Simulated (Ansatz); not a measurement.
# Y: computed DOS

```
Y
1.0
     0.00000    2.48500    2.48500
     2.48500    0.00000    2.48500
     2.48500    2.48500    0.00000
Y
1
Direct
  0.00000 0.00000 0.00000
```

The conventional cell has a = 4.970 Å, b = 4.970 Å, c = 4.970 Å, α = 90.00°, β = 90.00°, γ = 90.00°. Y (atom 1) is surrounded by 12 Y at 3.51 Å.

The cell is COD entry 1534898, as deposited and not checked against the literature; nothing was relaxed.

The calculation used Ansatz 0.2.0, DFT, PBE, all-electron LAPW, scalar-relativistic.

The runs use a Γ-centred 14×14×14 k mesh, Fermi–Dirac smearing of 0.03 eV, basis error target 1 meV/atom, no spin polarisation.

**Question.** Which of the resolved shells contributes most within 0.3 eV of the Fermi level?

**Answer.** Y 4d, with 90 % of all states there; Y 5s follows with 3 %.

**Question.** Where is the centre of the filled Y 4d states between -14 eV and the top of the filled states?

**Answer.** -1.01 eV from the Fermi level.

**Question.** Tabulate the density of states.

**Answer.** States per eV and cell, averaged over 0.6 eV, from -4.6 to 2.4 eV, with energies (bin centres) from the Fermi level; empty bins are left out. The partial columns, the largest 3 alone, are projections on Löwdin-orthogonalised atomic shells (those that the program's projection atoms carry: the occupied ones and, for some elements, an empty d or f shell; other empty shells have no column), summed over atoms of an element. Weights on diffuse s and p shells depend on that basis and aren't pure angular character.
```json
{"E (eV)": "-4.4", "total": "0.08", "Y 4d": "0.00", "Y 5s": "0.07", "Y 4p": "0.00"}
{"E (eV)": "-3.8", "total": "0.15", "Y 4d": "0.01", "Y 5s": "0.13", "Y 4p": "0.00"}
{"E (eV)": "-3.2", "total": "0.22", "Y 4d": "0.03", "Y 5s": "0.18", "Y 4p": "0.01"}
{"E (eV)": "-2.6", "total": "0.35", "Y 4d": "0.10", "Y 5s": "0.24", "Y 4p": "0.01"}
{"E (eV)": "-2.0", "total": "0.77", "Y 4d": "0.44", "Y 5s": "0.30", "Y 4p": "0.01"}
{"E (eV)": "-1.4", "total": "1.04", "Y 4d": "0.78", "Y 5s": "0.22", "Y 4p": "0.02"}
{"E (eV)": "-0.8", "total": "1.10", "Y 4d": "0.99", "Y 5s": "0.08", "Y 4p": "0.01"}
{"E (eV)": "-0.2", "total": "1.59", "Y 4d": "1.48", "Y 5s": "0.02", "Y 4p": "0.02"}
{"E (eV)": "0.4", "total": "1.67", "Y 4d": "1.39", "Y 5s": "0.11", "Y 4p": "0.02"}
{"E (eV)": "1.0", "total": "1.67", "Y 4d": "1.44", "Y 5s": "0.11", "Y 4p": "0.01"}
{"E (eV)": "1.6", "total": "1.09", "Y 4d": "0.93", "Y 5s": "0.08", "Y 4p": "0.00"}
{"E (eV)": "2.2", "total": "1.35", "Y 4d": "1.30", "Y 5s": "0.01", "Y 4p": "0.00"}
```
